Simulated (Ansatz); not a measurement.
Crystal: TaN.

```
CELL_PARAMETERS angstrom
3.39912 0.00000 0.00000
0.00000 3.39912 0.00000
0.00000 0.00000 4.97696
ATOMIC_POSITIONS crystal
Ta 0.00000 0.00000 0.00000
Ta 0.50000 0.50000 0.00000
N 0.50000 0.00000 0.26700
N 0.00000 0.50000 0.73300
```

The cell was built by a generator and needn't be a form met in nature.

```yaml
Program: Ansatz 0.2.0
Task: relaxation of cell and atoms
Functional: LDA
Potentials_or_basis: Ansatz PAW
Cutoff: "420 eV (not typed: the program's choice for these potentials)"
k_mesh: 8 × 8 × 6
Occupations: fermi-dirac, width 0.05 eV
Spin: no spin polarisation
```

At the start: volume 14.38 Å³/atom.

Question: How do energy, volume and symmetry change on relaxing?

Answer: It ends after 22 steps and the volume is 12.76 Å³/atom (-11.2 %); space group P4/mmm (No. 123, to 0.05 Å).

Step by step:
| step | energy change (eV) | largest force (eV/Å) | volume (Å³) |
| --- | --- | --- | --- |
| 1 | 0.0000 | 3.3844 | 57.50 |
| 2 | -2.2441 | 2.8217 | 61.82 |
| 3 | -3.7055 | 1.2004 | 64.66 |
| 4 | -4.2513 | 0.8729 | 67.03 |
| 5 | -4.5742 | 0.9155 | 65.82 |
| 6 | -4.8638 | 0.6964 | 63.66 |
| 7 | -5.1722 | 0.5917 | 60.61 |
| 8 | -5.5389 | 0.5614 | 57.39 |
| 9 | -5.9429 | 0.6665 | 54.08 |
| 10 | -6.2341 | 0.6934 | 50.79 |
| 11 | -6.3454 | 0.7702 | 49.60 |
| 12 | -6.4547 | 0.3082 | 49.19 |
| 13 | -6.5021 | 0.0965 | 51.43 |
| 14 | -6.5459 | 0.0138 | 50.46 |
| 15 | -6.5459 | 0.0005 | 50.49 |
| 16 | -6.8171 | 0.0005 | 50.49 |
| 17 | -6.8280 | 0.0007 | 51.03 |
| 18 | -6.8280 | 0.0001 | 51.03 |
| 19 | -6.8280 | 0.0000 | 51.04 |
| 20 | -6.8298 | 0.0000 | 51.04 |
| 21 | -6.8298 | 0.0000 | 51.05 |
| 22 | -6.8298 | 0.0000 | 51.05 |

Final structure:
```xyz
4
Lattice="4.1356 0.0000 0.0000 0.0000 4.1356 0.0000 0.0000 0.0000 2.9850" Properties=species:S:1:pos:R:3 pbc="T T T"
Ta    0.0000    0.0000    0.0000
Ta    2.0678    2.0678    0.0000
N     2.0678    0.0000    0.0000
N     0.0000    2.0678    2.9850
```

Caveat: the plane-wave basis is chosen anew once the cell has moved, so the energies of steps on either side of that aren't comparable; the pressure holds a Pulay correction of +0.5 GPa for the finite cutoff; the PAW data sets come from PBE, with cores solved anew for the run's functional, which leaves a small shift of forces and pressure.
